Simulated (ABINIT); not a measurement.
# Hf in ABINIT: work function with PBE

Aim: the work function of Hf with PBE.

Everything below comes from runs of ABINIT 10.8.3 (patched build). Logs are shortened: lines on timing, memory, paths and dates and some standing lists are left out, and cuts for length are marked. The log counts tension as positive stress, the text compression.

## 1. The undisturbed slab

The cell holds a slab with vacuum, 5 atoms: a = 3.140 Å, b = 3.140 Å, c = 25.254 Å, α = 90.00°, β = 90.00°, γ = 120.00°.

## 2. Work function, PBE

run.abi

```
# Pseudopotentials
pp_dirpath "./"
pseudos "Hf.GGA_PBE-JTH.xml"

# Structure
acell 5.9328974213 5.9328974329 47.7226537343
rprim
     1.0000000000     0.0000000000     0.0000000000
    -0.5000000006     0.8660254034     0.0000000000
     0.0000000000     0.0000000000     1.0000000000
ntypat 1
znucl 72
natom 5
typat 1 1 1 1 1
xred
     0.6666666700     0.3333333300     0.2990401600
     0.3333333300     0.6666666700     0.3952349100
     0.0000000000     0.0000000000     0.5000000000
     0.6666666700     0.3333333300     0.6047650900
     0.3333333300     0.6666666700     0.7009598400
chkprim 0
chksymtnons 0
tolsym 1.0e-6

# Plane-wave basis
ecut 517.016339 eV
pawecutdg 38.0
pawxcdev 0

# k points
kptopt 1
ngkpt 10 10 1
nshiftk 1
shiftk 0.0 0.0 0.0

# Exchange and correlation
ixc 11

# Bands and occupations
nband 36
occopt 3
tsmear 0.05 eV

# SCF cycle
nstep 120
tolvrs 1.0e-9

# Output
iomode 3
prtwf 0
prteig 0
prtebands 0
enunit 2
prtden 1
prtvha 1
prtvclmb 1
prtpot 1
```

Potentials or basis: JTH PAW PBE v2.0.

The run is started by

```sh
mpirun --bind-to none -np 4 abinit run.abi > log 2>&1
```

run.abo:

```text
.Version 10.8.3 of ABINIT
 Symmetries : space group P-3 m 1 (#164); Bravais hP (primitive hexag.)
================================================================================
 Values of the parameters that define the memory need of the present run
     intxc =       0    ionmov =       0      iscf =      17    lmnmax =      18
     lnmax =       6     mgfft =     192  mpssoang =       3    mqgrid =   13243
     natom =       5  nloc_mem =       2    nspden =       1   nspinor =       1
    nsppol =       1      nsym =      12    n1xccc =       1    ntypat =       1
    occopt =       3   xclevel =       2
       mpw =        5786          nfft =      110592          nkpt =          14
Pmy_natom=         2
 PAW method is used; the additional fine FFT grid is defined by:
   mgfftf=       270    nfftf =    349920
================================================================================
================================================================================

--------------------------------------------------------------------------------
------------- Echo of variables that govern the present computation ------------
--------------------------------------------------------------------------------
 -outvars: echo values of preprocessed input variables --------
            acell      5.9328974213E+00  5.9328974329E+00  4.7722653734E+01 Bohr
              amu      1.78490000E+02
          chkprim           0
      chksymtnons           0
             ecut      1.90000000E+01 Hartree
           enunit           2
              ixc          11
         kptrlatt       10    0    0      0   10    0      0    0    1
          kptrlen      5.93289742E+01
            natom           5
            nband          36
            ngfft          24      24     192
          ngfftdg          36      36     270
             nkpt          14
            nstep         120
             nsym          12
           ntypat           1
           occopt           3
        pawecutdg      3.80000000E+01 Hartree
         pawxcdev           0
        prtebands           0
           prteig           0
           prtpot           1
         prtvclmb           1
           prtvha           1
            prtwf           0
            rprim      1.0000000000E+00  0.0000000000E+00  0.0000000000E+00
                      -5.0000000060E-01  8.6602540340E-01  0.0000000000E+00
                       0.0000000000E+00  0.0000000000E+00  1.0000000000E+00
          spgroup         164
           tolsym      1.00000000E-06
           tolvrs      1.00000000E-09
           tsmear      1.83746611E-03 Hartree
            typat      1  1  1  1  1
           useylm           1
           xangst      1.5697770523E+00  9.0631120602E-01  7.5518826843E+00
                      -3.3019737654E-09  1.8126224120E+00  9.9811599655E+00
                      -2.9046710388E-17 -5.0310378420E-17  1.2626870391E+01
                       1.5697770523E+00  9.0631120602E-01  1.5272580817E+01
                      -3.3019737654E-09  1.8126224120E+00  1.7701858099E+01
            xcart      2.9664487075E+00  1.7126799642E+00  1.4270990008E+01
                      -6.2398260916E-09  3.4253599284E+00  1.8861658754E+01
                      -5.4890327492E-17 -9.5072836505E-17  2.3861326867E+01
                       2.9664487075E+00  1.7126799642E+00  2.8860994981E+01
                      -6.2398260916E-09  3.4253599284E+00  3.3451663726E+01
             xred      6.6666666667E-01  3.3333333333E-01  2.9904016000E-01
                       3.3333333333E-01  6.6666666667E-01  3.9523491000E-01
                      -1.8503717077E-17 -1.8503717077E-17  5.0000000000E-01
                       6.6666666667E-01  3.3333333333E-01  6.0476509000E-01
                       3.3333333333E-01  6.6666666667E-01  7.0095984000E-01
            znucl       72.00000

================================================================================

 chkinp: Checking input parameters for consistency.

================================================================================
== DATASET  1 ==================================================================

--- !DatasetInfo
iteration_state: {dtset: 1, }
dimensions: {natom: 5, nkpt: 14, mband: 36, nsppol: 1, nspinor: 1, nspden: 1, mpw: 5786, }
cutoff_energies: {ecut:  19.0, pawecutdg:  38.0, }
electrons: {nelect:   6.00000000E+01, charge:   0.00000000E+00, occopt:   3.00000000E+00, tsmear:   1.83746611E-03, }
meta: {optdriver: 0, ionmov: 0, optcell: 0, iscf: 17, paral_kgb: 0, }
...
[... 140 lines left out ...]
      -0.000000000000     -0.000000000000      0.500000000000
       0.666666666667      0.333333333333      0.604765090000
       0.333333333333      0.666666666667      0.700959840000
 rms dE/dt=  8.9057E-04; max dE/dt=  2.4225E-03; dE/dt below (all hartree)
    1      -0.000000000000     -0.000000000000      0.002422547812
    2      -0.000000000000      0.000000000000      0.000282064520
    3       0.000000000000      0.000000000000      0.000000000000
    4       0.000000000000     -0.000000000000     -0.000282064520
    5      -0.000000000000     -0.000000000000     -0.002422547812

 cartesian coordinates (angstrom) at end:
    1      1.56977705227263     0.90631120602019     7.55188268430919
    2     -0.00000000330197     1.81262241204039     9.98115996548257
    3     -0.00000000000000    -0.00000000000000    12.62687039143704
    4      1.56977705227263     0.90631120602019    15.27258081739151
    5     -0.00000000330197     1.81262241204039    17.70185809856489

 cartesian forces (hartree/bohr) at end:
    1      0.00000000000000     0.00000000000000    -0.00005076305743
    2     -0.00000000000000    -0.00000000000000    -0.00000591049528
    3     -0.00000000000000    -0.00000000000000    -0.00000000000000
    4     -0.00000000000000    -0.00000000000000     0.00000591049528
    5      0.00000000000000     0.00000000000000     0.00005076305743
 frms,max,avg= 1.8661268E-05 5.0763057E-05   0.000E+00  0.000E+00  0.000E+00 h/b

 cartesian forces (eV/Angstrom) at end:
    1      0.00000000000000     0.00000000000000    -0.00261034136625
    2     -0.00000000000000    -0.00000000000000    -0.00030392988738
    3     -0.00000000000000    -0.00000000000000    -0.00000000000000
    4     -0.00000000000000    -0.00000000000000     0.00030392988738
    5      0.00000000000000     0.00000000000000     0.00261034136625
 frms,max,avg= 9.5960099E-04 2.6103414E-03   0.000E+00  0.000E+00  0.000E+00 e/A
 length scales=  5.932897421300  5.932897432900 47.722653734300 bohr
              =  3.139554107847  3.139554113986 25.253740782874 angstroms
 Fermi (or HOMO) energy (hartree) =  -0.10822   Average Vxc (hartree)=  -0.24656
 Eigenvalues (hartree) for nkpt=  14  k points:
 kpt#   1, nband= 36, wtk=  0.01000, kpt=  0.0000  0.0000  0.0000 (reduced coord)
  -2.38733   -2.38733   -2.37681   -2.37275   -2.37264   -1.24431   -1.24314   -1.23049
  -1.22215   -1.22215   -1.22215   -1.22215   -1.21801   -1.21240   -1.21231   -1.21231
  -1.20838   -1.20838   -1.20805   -1.20805   -0.36650   -0.34386   -0.30582   -0.26980
  -0.25046   -0.11873   -0.11137   -0.09538   -0.09515   -0.06877   -0.06447   -0.06447
  -0.06126   -0.06063   -0.06062   -0.05392
      occupation numbers for kpt#   1
   2.00000    2.00000    2.00000    2.00000    2.00000    2.00000    2.00000    2.00000
   2.00000    2.00000    2.00000    2.00000    2.00000    2.00000    2.00000    2.00000
   2.00000    2.00000    2.00000    2.00000    2.00000    2.00000    2.00000    2.00000
   2.00000    1.99347    1.69451    0.00184    0.00163    0.00000    0.00000    0.00000
   0.00000    0.00000    0.00000    0.00000
 prteigrs : prtvol=0 or 1, do not print more k-points.

 Fermi (or HOMO) energy (eV) =  -2.94482   Average Vxc (eV)=  -6.70924
 Eigenvalues (   eV  ) for nkpt=  14  k points:
 kpt#   1, nband= 36, wtk=  0.01000, kpt=  0.0000  0.0000  0.0000 (reduced coord)
 -64.96269  -64.96268  -64.67633  -64.56586  -64.56279  -33.85945  -33.82760  -33.48341
 -33.25652  -33.25652  -33.25648  -33.25648  -33.14362  -32.99096  -32.98865  -32.98865
 -32.88178  -32.88178  -32.87259  -32.87259   -9.97310   -9.35684   -8.32189   -7.34163
  -6.81544   -3.23088   -3.03048   -2.59538   -2.58928   -1.87136   -1.75440   -1.75440
  -1.66709   -1.64975   -1.64968   -1.46712
 prteigrs : prtvol=0 or 1, do not print more k-points.

--- !EnergyTerms
iteration_state     : {dtset: 1, }
comment             : Components of total free energy in Hartree
kinetic             :  2.67979540982765E+01
hartree             :  7.57303998613921E+02
xc                  : -4.50496195142480E+01
Ewald energy        :  5.51155999739473E+02
psp_core            :  1.91431999740886E+01
local_psp           : -1.45952020911537E+03
PAW spherical_terms : -9.99302195180050E+01
internal            : -2.50098895721867E+02
'-kT*entropy'       : -1.88456668993494E-03
total_energy        : -2.50100780288557E+02
total_energy_eV     : -6.80558893285316E+03
...

--- !EnergyTermsDC
iteration_state     : {dtset: 1, }
comment             : '"Double-counting" decomposition of free energy'
band_energy         : -6.41968463870089E+01
Ewald energy        :  5.51155999739473E+02
psp_core            :  1.91431999740886E+01
xc_dc               : -7.82879844213378E+02
PAW spherical_terms :  2.66785829299989E+01
internal            : -2.50098907956826E+02
'-kT*entropy'       : -1.88456668993494E-03
total_energy_dc     : -2.50100792523516E+02
total_energy_dc_eV  : -6.80558926578336E+03
...

--- !EnergyTermsWithPAWCore
iteration_state     : {dtset: 1, }
comment             : 'Components of total free energy, including PAW core contributions'
Total energy        : -7.53923541315861E+04
Total energy DC     : -7.53923541438210E+04
Total energy (eV)   : -2.05153046826837E+06
Total energy DC (eV): -2.05153046860130E+06
...

 Cartesian components of stress tensor (hartree/bohr^3)
  sigma(1 1)= -1.72344176E-05  sigma(3 2)=  0.00000000E+00
  sigma(2 2)= -1.72344574E-05  sigma(3 1)=  0.00000000E+00
  sigma(3 3)= -6.11944251E-07  sigma(2 1)=  2.39399247E-11

-Cartesian components of stress tensor (GPa)         [Pressure=  3.4404E-01 GPa]
- sigma(1 1)= -5.07054073E-01  sigma(3 2)=  0.00000000E+00
- sigma(2 2)= -5.07055241E-01  sigma(3 1)=  0.00000000E+00
- sigma(3 3)= -1.80040215E-02  sigma(2 1)=  7.04336903E-07

== END DATASET(S) ==============================================================
================================================================================

 -outvars: echo values of variables after computation  --------
            acell      5.9328974213E+00  5.9328974329E+00  4.7722653734E+01 Bohr
           etotal     -2.5010079252E+02
            fcart      3.0498716925E-27  1.5679898714E-26 -5.0763057430E-05
                      -7.6246792312E-28 -1.3772317450E-26 -5.9104952814E-06
                      -2.7594077218E-27 -9.4750190107E-27 -0.0000000000E+00
                      -4.0301875936E-27 -5.5969691987E-27  5.9104952814E-06
                       4.5021915460E-27  1.3164406945E-26  5.0763057430E-05
            rprim      1.0000000000E+00  0.0000000000E+00  0.0000000000E+00
                      -5.0000000060E-01  8.6602540340E-01  0.0000000000E+00
                       0.0000000000E+00  0.0000000000E+00  1.0000000000E+00
           strten     -1.7234417634E-05 -1.7234457356E-05 -6.1194425149E-07
                       0.0000000000E+00  0.0000000000E+00  2.3939924733E-11
           xangst      1.5697770523E+00  9.0631120602E-01  7.5518826843E+00
                      -3.3019737654E-09  1.8126224120E+00  9.9811599655E+00
                      -2.9046710388E-17 -5.0310378420E-17  1.2626870391E+01
                       1.5697770523E+00  9.0631120602E-01  1.5272580817E+01
                      -3.3019737654E-09  1.8126224120E+00  1.7701858099E+01
             xred      6.6666666667E-01  3.3333333333E-01  2.9904016000E-01
                       3.3333333333E-01  6.6666666667E-01  3.9523491000E-01
                      -1.8503717077E-17 -1.8503717077E-17  5.0000000000E-01
                       6.6666666667E-01  3.3333333333E-01  6.0476509000E-01
                       3.3333333333E-01  6.6666666667E-01  7.0095984000E-01
 Calculation completed.
```

Run time: 3.4 min. Hardware: 4 MPI ranks of Arm Neoverse N1, shared host; peak memory 0.84 GiB.

What came out:

* Free energy: -6805.5893 eV
* Band gap on the k mesh: none (metal or under the smearing width)
* Valence electrons inside the program's atomic spheres: Hf 9.49, 9.51, 9.48 (radii [1.2759] Å)
* Work function: 4.45 eV

Forces in eV/Å, atoms in the order of the input:
```
Hf   0.000  0.000 -0.003
Hf   0.000  0.000  0.000
Hf   0.000  0.000  0.000
Hf   0.000  0.000  0.000
Hf   0.000  0.000  0.003
```
